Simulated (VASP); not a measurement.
# BaTe (Fm-3m) in VASP: a series of runs

The runs below take BaTe through single point, with r2SCAN.

All numbers are computed with VASP 6.6.1; they aren't measurements. Logs are shortened: lines on timing, memory, paths and dates and some standing lists are left out, and cuts for length are marked.

### 1 The structure

It takes space group Fm-3m (No. 225, cubic). The conventional cell has a = 6.820 Å, b = 6.820 Å, c = 6.820 Å, α = 90.00°, β = 90.00°, γ = 90.00°. Around Ba (site symmetry m-3m) lie 6 Te at 3.41 Å. Te (site symmetry m-3m) has 6 Ba at 3.41 Å as nearest neighbours.

### 2 Single point, r2SCAN

Input file INCAR:

```
SYSTEM = BaTe
ADDGRID  = .FALSE.      
ALGO     = Normal         ! electronic algorithm
EDIFF    = 1E-6           ! SCF threshold, eV
ENCUT    = 450            ! plane-wave cutoff, eV
ISIF     = 2              ! what is computed and relaxed
ISMEAR   = 0              ! smearing method
LASPH    = .TRUE.         ! aspherical terms in the spheres
LCHARG   = .FALSE.        ! write CHGCAR
LMIXTAU  = .TRUE.       
LREAL    = .FALSE.        ! projectors in reciprocal space
LWAVE    = .FALSE.        ! write WAVECAR
METAGGA  = R2SCAN         ! meta-GGA
NELM     = 100            ! most SCF steps
PREC     = Accurate       ! precision mode
SIGMA    = 0.05           ! smearing width, eV
```

Input file KPOINTS:

```
k-points
0
G
  5 5 5
  0 0 0
```

Input file POSCAR:

```
BaTe
1.0
    0.0000000000      3.4100000000      3.4100000000
    3.4100000000      0.0000000000      3.4100000000
    3.4100000000      3.4100000000      0.0000000000
Ba Te
1 1
Direct
   -0.0114420000     -0.0073020000      0.0189620000
    0.5174540000      0.4974090000      0.5124580000
```

Potentials or basis: VASP PAW PBE potentials, release 64 (Ba_sv, Te).

Run with:

```sh
> cat potpaw_PBE.64/Ba_sv/POTCAR potpaw_PBE.64/Te/POTCAR > POTCAR
> mpirun -np 1 vasp_std > vasp.out
```

OUTCAR:

```text
SYSTEM = BaTe
   EDIFF = 1E-6
   ENCUT = 450
   ISIF = 2
   ISMEAR = 0
   LASPH = .TRUE.
   LREAL = .FALSE.
   METAGGA = R2SCAN
   NELM = 100
   PREC = Accurate

 Found     63 irreducible k-points:

 Following reciprocal coordinates:
            Coordinates               Weight
  0.000000  0.000000  0.000000      1.000000
  0.200000  0.000000  0.000000      2.000000
  0.000000  0.200000  0.000000      2.000000
  0.000000  0.000000  0.200000      2.000000
  0.200000  0.200000  0.200000      2.000000
  0.400000  0.000000  0.000000      2.000000
   k-points           NKPTS =     63   k-points in BZ     NKDIM =     63   number of bands    NBANDS=     12
   number of dos      NEDOS =    301   number of ions     NIONS =      2
   total plane-waves  NPLWV =  46656
   dimension x,y,z NGX =    36 NGY =   36 NGZ =   36
   dimension x,y,z NGXF=    72 NGYF=   72 NGZF=   72
   ions per type =               1   1
   NGX,Y,Z   is equivalent  to a cutoff of  12.41, 12.41, 12.41 a.u.
   NGXF,Y,Z  is equivalent  to a cutoff of  24.82, 24.82, 24.82 a.u.
 SYSTEM =  BaTe
   PREC   = accura    normal or accurate (medium, high low for compatibility)
   ISTART =      0    job   : 0-new  1-cont  2-samecut
   ICHARG =      2    charge: 1-file 2-atom 10-const
   ISPIN  =      1    spin polarized calculation?
   LNONCOLLINEAR =      F non collinear calculations
   LSORBIT =      F    spin-orbit coupling
   LASPH  =      T    aspherical Exc in radial PAW
   ENCUT  =  450.0 eV  33.07 Ry    5.75 a.u.   8.34  8.34  8.34*2*pi/ulx,y,z
   NELM   =    100;   NELMIN=  2; NELMDL= -5     # of ELM steps
   EDIFF  = 0.1E-05   stopping-criterion for ELM
   LREAL  =      F    real-space projection
   EDIFFG = 0.1E-04   stopping-criterion for IOM
   NSW    =      0    number of steps for IOM
   IBRION =     -1    ionic relax: 0-MD 1-quasi-New 2-CG
   NFREE  =      0    steps in history (QN), initial steepest desc. (CG)
   ISIF   =      2    stress and relaxation
   ISYM   =      2    0-nonsym 1-usesym 2-fastsym
   POTIM  = 0.5000    time-step for ionic-motion
   TEBEG  =    0.0;   TEEND  =   0.0 temperature during run
   PSTRESS=    0.0 pullay stress
   NELECT =      16.0000    total number of electrons
   NUPDOWN=      -1.0000    fix difference up-down
   EMIN   =  10.00;   EMAX   =-10.00  energy-range for DOS
   EFERMI =   0.00;   METHOD = LEGACY
   ISMEAR =     0;   SIGMA  =   0.05  broadening in eV -4-tet -1-fermi 0-gaus
   EFERMI_NEDOS =   21; number of points for ismear=-14 and -15
   IALGO  =     38    algorithm
   IMIX   =      4    mixing-type and parameters
     AMIX     =   0.40;   BMIX     =  1.00
     AMIX_MAG =   1.60;   BMIX_MAG =  1.00
  volume/ion in A,a.u.               =      39.65       267.58
  Fermi-wavevector in a.u.,A,eV,Ry     =   0.960175  1.814468 12.543704  0.921936
  Thomas-Fermi vector in A             =   2.089436
   LORBIT       =      0    0 simple, 1 ext, 2 COOP (PROOUT), +10 PAW based schemes
   METAGGA = R2SCAN    functional components
   LHFCALC =     F    Hartree Fock is set to
   AEXX    =    0.0000 exact exchange contribution
   IVDW    =     0    specifies the selected vdW correction
   LEPSILON=     F    determine dielectric tensor
   LRPA    =     F    only Hartree local field effects (RPA)
 non-spin polarized calculation
 Gauss-broadening in eV      SIGMA  =   0.05
  energy-cutoff  :      450.00
  volume of cell :       79.30
 maximum number of plane-waves:      1759
 NGX is ok and might be reduce to    36
   NGX = 17   NGY = 17   NGZ = 17

 number of electron      16.0000000 magnetization

 Free energy of the ion-electron system (eV)
  ---------------------------------------------------
  ext. energy  EPLUGINS =         0.00000000
  ---------------------------------------------------
  free energy    TOTEN  =       -55.87200332 eV

  energy without entropy =      -55.87200332  energy(sigma->0) =      -55.87200332

 E-fermi :   2.8619     XC(G=0):  -8.9626

 val. band max:        2.5590350774   @ k =   0.0000   0.0000   0.0000
 cond. band min:       4.4004887708   @ k =   0.4000   0.4000   0.0000
 fundamental gap:      1.8414536935
 Fermi energy:         2.8618514900

 k-point     1 :       0.0000    0.0000    0.0000
  band No.  band energies     occupation
      1     -25.0228      2.00000
      2      -9.7858      2.00000
      3      -9.7774      2.00000
      4      -9.7730      2.00000
      5      -7.4103      2.00000
      6       2.5520      2.00000
      7       2.5528      2.00000
      8       2.5590      2.00000
      9       5.8639      0.00000
     10       5.9101      0.00000
     11       5.9222      0.00000
     12       6.5211      0.00000

 k-point     2 :       0.2000    0.0000    0.0000
  band No.  band energies     occupation
      1     -25.0152      2.00000
      2     -10.0395      2.00000
      3      -9.7832      2.00000
      4      -9.7784      2.00000
      5      -7.0266      2.00000
      6       1.4775      2.00000
      7       2.0004      2.00000
      8       2.0098      2.00000
      9       6.0367      0.00000
     10       6.3960      0.00000
     11       6.4134      0.00000
     12       7.8497      0.00000

 k-point     3 :       0.0000    0.2000    0.0000
  band No.  band energies     occupation
      1     -25.0151      2.00000
      2     -10.0430      2.00000
      3      -9.7830      2.00000
      4      -9.7788      2.00000
      5      -7.0228      2.00000
      6       1.4689      2.00000
      7       2.0059      2.00000
      8       2.0367      2.00000
      9       5.9946      0.00000
     10       6.3884      0.00000
     11       6.4053      0.00000
     12       7.8289      0.00000

 k-point     4 :       0.0000    0.0000    0.2000
  band No.  band energies     occupation
      1     -25.0151      2.00000
      2     -10.0429      2.00000
      3      -9.7830      2.00000
      4      -9.7788      2.00000
      5      -7.0229      2.00000
      6       1.4691      2.00000
      7       2.0058      2.00000
      8       2.0360      2.00000
      9       5.9956      0.00000
     10       6.3885      0.00000
     11       6.4055      0.00000
     12       7.8292      0.00000

 k-point     5 :       0.2000    0.2000    0.2000
  band No.  band energies     occupation
      1     -25.0152      2.00000
      2     -10.0399      2.00000
      3      -9.7832      2.00000
      4      -9.7785      2.00000
      5      -7.0261      2.00000
      6       1.4763      2.00000
      7       2.0014      2.00000
      8       2.0130      2.00000
      9       6.0315      0.00000
     10       6.3938      0.00000
     11       6.4135      0.00000
     12       7.8453      0.00000

 k-point     6 :       0.4000    0.0000    0.0000
  band No.  band energies     occupation
      1     -25.0029      2.00000
      2     -10.3612      2.00000
      3      -9.7895      2.00000
      4      -9.7848      2.00000
      5      -6.4722      2.00000
      6       0.3147      2.00000
      7       1.3756      2.00000
      8       1.3809      2.00000
      9       6.8322      0.00000
     10       7.7084      0.00000
     11       7.7208      0.00000
     12       8.6341      0.00000

 [... further k-points ...]
[... 5 lines left out ...]
  --------------------------------------------------------------------------------------
  -------------------------------------------------------------------------------------
  Total        2.1861633      2.3228215      2.4967467      0.0031373     -0.0605629      0.0047870
  in kB       44.1672176     46.9281350     50.4419584      0.0633831     -1.2235563      0.0967122
  external PRESSURE =      47.1791037 kB  Pullay stress =       0.0000000 kB

 VOLUME and BASIS-vectors are now :
 -----------------------------------------------------------------------------
  energy-cutoff  :      450.00
  volume of cell :       79.30
      direct lattice vectors                 reciprocal lattice vectors
     0.000000000  3.410000000  3.410000000    -0.146627566  0.146627566  0.146627566
     3.410000000  0.000000000  3.410000000     0.146627566 -0.146627566  0.146627566
     3.410000000  3.410000000  0.000000000     0.146627566  0.146627566 -0.146627566

 POSITION                                       TOTAL-FORCE (eV/Angst)
 -----------------------------------------------------------------------------------
      3.44976      3.43564      6.75608        -0.019793      0.252979      0.390722
      3.44365      3.51200      3.46068         0.019793     -0.252979     -0.390722
 -----------------------------------------------------------------------------------
    total drift:                                0.000161      0.000036      0.000382

  FREE ENERGIE OF THE ION-ELECTRON SYSTEM (eV)
  ---------------------------------------------------
  free  energy   TOTEN  =       -55.8720033213 eV

  energy  without entropy=      -55.8720033213  energy(sigma->0) =      -55.87200332
```

It took 9.8 min on 1 thread of AMD EPYC 7R43 (Zen 3), shared host; peak memory 0.21 GiB.

The run converged, but some of its settings lie outside the range that counts as converged, so its numbers aren't taken as properties of the crystal.

What came out:

```
Free energy            : -55.8720 eV
Pressure               : 4.7 GPa
Largest force          : 0.466 eV/Å
Band gap on the k mesh : 1.84 eV, indirect (least direct gap 2.20 eV)
```

Caveat: the PAW data sets were made with another functional, which shifts forces and pressure a little; spin-orbit coupling is left out, which moves the levels of the heavy elements; an odd mesh through Γ misses points on the zone boundary, where band edges often lie.

### 3 Single point, r2SCAN

INCAR, as its differences from that of step 2:

```diff
@@ -15,2 +15,2 @@
 PREC     = Accurate       ! precision mode
-SIGMA    = 0.05           ! smearing width, eV
+SIGMA    = 0.5            ! smearing width, eV
```

KPOINTS is that of step 2.

Input file POSCAR:

```
BaTe
1.0
    0.0000000000      3.4100000000      3.4100000000
    3.4100000000      0.0000000000      3.4100000000
    3.4100000000      3.4100000000      0.0000000000
Ba Te
1 1
Direct
    0.0000000000      0.0000000000      0.0000000000
    0.5000000000      0.5000000000      0.5000000000
```

Potentials or basis: VASP PAW PBE potentials, release 64 (Ba_sv, Te).

Run with:

```sh
> cat potpaw_PBE.64/Ba_sv/POTCAR potpaw_PBE.64/Te/POTCAR > POTCAR
> mpirun -np 1 vasp_std > vasp.out
```

OUTCAR:

```text
SYSTEM = BaTe
   EDIFF = 1E-6
   ENCUT = 450
   ISIF = 2
   ISMEAR = 0
   LASPH = .TRUE.
   LREAL = .FALSE.
   METAGGA = R2SCAN
   NELM = 100
   PREC = Accurate

 Found     10 irreducible k-points:

 Following reciprocal coordinates:
            Coordinates               Weight
  0.000000  0.000000  0.000000      1.000000
  0.200000  0.000000  0.000000      8.000000
  0.400000  0.000000  0.000000      8.000000
  0.200000  0.200000  0.000000      6.000000
  0.400000  0.200000  0.000000     24.000000
 -0.400000  0.200000  0.000000     24.000000
   k-points           NKPTS =     10   k-points in BZ     NKDIM =     10   number of bands    NBANDS=     12
[... 160 lines left out ...]
     10       7.4563      0.00000
     11       7.8972      0.00000
     12       8.9123      0.00000

 [... further k-points ...]
[... 5 lines left out ...]
  --------------------------------------------------------------------------------------
  -------------------------------------------------------------------------------------
  Total        2.2447520      2.2447520      2.2447520      0.0000000     -0.0000000      0.0000000
  in kB       45.3508901     45.3508901     45.3508901      0.0000000     -0.0000000      0.0000000
  external PRESSURE =      45.3508901 kB  Pullay stress =       0.0000000 kB

 VOLUME and BASIS-vectors are now :
 -----------------------------------------------------------------------------
  energy-cutoff  :      450.00
  volume of cell :       79.30
      direct lattice vectors                 reciprocal lattice vectors
     0.000000000  3.410000000  3.410000000    -0.146627566  0.146627566  0.146627566
     3.410000000  0.000000000  3.410000000     0.146627566 -0.146627566  0.146627566
     3.410000000  3.410000000  0.000000000     0.146627566  0.146627566 -0.146627566

 POSITION                                       TOTAL-FORCE (eV/Angst)
 -----------------------------------------------------------------------------------
      0.00000      0.00000      0.00000         0.000000      0.000000      0.000000
      3.41000      3.41000      3.41000        -0.000000      0.000000     -0.000000
 -----------------------------------------------------------------------------------
    total drift:                                0.000000      0.000000      0.000000

  FREE ENERGIE OF THE ION-ELECTRON SYSTEM (eV)
  ---------------------------------------------------
  free  energy   TOTEN  =       -55.9038808053 eV

  energy  without entropy=      -55.9028734840  energy(sigma->0) =      -55.90337714
```

stdout:

```text
POSCAR found type information on POSCAR BaTe
 POSCAR found :  2 types and       2 ions
 scaLAPACK will be used
 -----------------------------------------------------------------------------
|                                                                             |
|                                                                             |
|     You enforced a specific xc type in the INCAR file but a different       |
|     I HOPE YOU KNOW WHAT YOU ARE DOING!                                     |
|                                                                             |
 -----------------------------------------------------------------------------

 LDA part: xc-table for (None), standard interpolation
 POSCAR, INCAR and KPOINTS ok, starting setup
 FFT: planning ... GRIDC
 FFT: planning ... GRID_SOFT
 FFT: planning ... GRID
 WAVECAR not read
 entering main loop
```

Wall time 97 s (1 thread of AMD EPYC 7R43 (Zen 3), shared host); peak memory 0.18 GiB.

These settings aren't checked as converged: the numbers below hold their error.

Results:

- Free energy: -55.9039 eV
- Pressure: 4.5 GPa
- Band gap on the k mesh: 1.79 eV, indirect (least direct gap 2.17 eV)

Caveat: the PAW data sets were made with another functional, which shifts forces and pressure a little; spin-orbit coupling is left out, which moves the levels of the heavy elements; an odd mesh through Γ misses points on the zone boundary, where band edges often lie.

### 4 Single point, r2SCAN

INCAR is that of step 3.

KPOINTS is that of step 3.

Input file POSCAR:

```
BaTe
1.0
    0.0000000000      3.4100000000      3.4100000000
    3.4100000000      0.0000000000      3.4100000000
    3.4100000000      3.4100000000      0.0000000000
Ba Te
1 1
Direct
   -0.0114420000     -0.0073020000      0.0189620000
    0.5174540000      0.4974090000      0.5124580000
```

Run with:

```sh
> cat potpaw_PBE.64/Ba_sv/POTCAR potpaw_PBE.64/Te/POTCAR > POTCAR
> mpirun -np 1 vasp_std > vasp.out
```

Run time: 8.1 min. Hardware: 1 thread of AMD EPYC 7R43 (Zen 3), shared host; peak memory 0.22 GiB.

These settings aren't checked as converged: the numbers below hold their error.

Results:

| Quantity | Value |
| --- | --- |
| Free energy | -55.8721 eV |
| Pressure | 4.7 GPa |
| Largest force | 0.466 eV/Å |
| Band gap on the k mesh | 1.84 eV, indirect (least direct gap 2.20 eV) |

Caveat: the PAW data sets were made with another functional, which shifts forces and pressure a little; spin-orbit coupling is left out, which moves the levels of the heavy elements; an odd mesh through Γ misses points on the zone boundary, where band edges often lie.

### 5 Single point, r2SCAN

INCAR, as its differences from that of step 4:

```diff
@@ -15,2 +15,2 @@
 PREC     = Accurate       ! precision mode
-SIGMA    = 0.5            ! smearing width, eV
+SIGMA    = 0.2            ! smearing width, eV
```

KPOINTS is that of step 4.

Input file POSCAR:

```
BaTe
1.0
    0.0000000000      3.4100000000      3.4100000000
    3.4100000000      0.0000000000      3.4100000000
    3.4100000000      3.4100000000      0.0000000000
Ba Te
1 1
Direct
    0.0000000000      0.0000000000      0.0000000000
    0.5000000000      0.5000000000      0.5000000000
```

Potentials or basis: VASP PAW PBE potentials, release 64 (Ba_sv, Te).

Run with:

```sh
> cat potpaw_PBE.64/Ba_sv/POTCAR potpaw_PBE.64/Te/POTCAR > POTCAR
> mpirun -np 1 vasp_std > vasp.out
```

OUTCAR:

```text
SYSTEM = BaTe
   EDIFF = 1E-6
   ENCUT = 450
   ISIF = 2
   ISMEAR = 0
   LASPH = .TRUE.
   LREAL = .FALSE.
   METAGGA = R2SCAN
   NELM = 100
   PREC = Accurate

 Found     10 irreducible k-points:

 Following reciprocal coordinates:
            Coordinates               Weight
  0.000000  0.000000  0.000000      1.000000
  0.200000  0.000000  0.000000      8.000000
  0.400000  0.000000  0.000000      8.000000
  0.200000  0.200000  0.000000      6.000000
  0.400000  0.200000  0.000000     24.000000
 -0.400000  0.200000  0.000000     24.000000
   k-points           NKPTS =     10   k-points in BZ     NKDIM =     10   number of bands    NBANDS=     12
[... 160 lines left out ...]
     10       7.4564      0.00000
     11       7.8972      0.00000
     12       8.9123      0.00000

 [... further k-points ...]
[... 5 lines left out ...]
  --------------------------------------------------------------------------------------
  -------------------------------------------------------------------------------------
  Total        2.2457522      2.2457522      2.2457522     -0.0000000      0.0000000      0.0000000
  in kB       45.3710970     45.3710970     45.3710970     -0.0000000      0.0000000      0.0000000
  external PRESSURE =      45.3710970 kB  Pullay stress =       0.0000000 kB

 VOLUME and BASIS-vectors are now :
 -----------------------------------------------------------------------------
  energy-cutoff  :      450.00
  volume of cell :       79.30
      direct lattice vectors                 reciprocal lattice vectors
     0.000000000  3.410000000  3.410000000    -0.146627566  0.146627566  0.146627566
     3.410000000  0.000000000  3.410000000     0.146627566 -0.146627566  0.146627566
     3.410000000  3.410000000  0.000000000     0.146627566  0.146627566 -0.146627566

 POSITION                                       TOTAL-FORCE (eV/Angst)
 -----------------------------------------------------------------------------------
      0.00000      0.00000      0.00000         0.000000     -0.000000      0.000000
      3.41000      3.41000      3.41000        -0.000000      0.000000     -0.000000
 -----------------------------------------------------------------------------------
    total drift:                                0.000000      0.000000      0.000000

  FREE ENERGIE OF THE ION-ELECTRON SYSTEM (eV)
  ---------------------------------------------------
  free  energy   TOTEN  =       -55.9037765715 eV

  energy  without entropy=      -55.9037765714  energy(sigma->0) =      -55.90377657
```

It took 1.8 min on 1 thread of AMD EPYC 7R43 (Zen 3), shared host; peak memory 0.19 GiB.

The run converged, but some of its settings lie outside the range that counts as converged, so its numbers aren't taken as properties of the crystal.

What came out:

- Free energy: -55.9038 eV
- Pressure: 4.5 GPa
- Band gap on the k mesh: 1.79 eV, indirect (least direct gap 2.17 eV)

Caveat: the PAW data sets were made with another functional, which shifts forces and pressure a little; spin-orbit coupling is left out, which moves the levels of the heavy elements; an odd mesh through Γ misses points on the zone boundary, where band edges often lie.
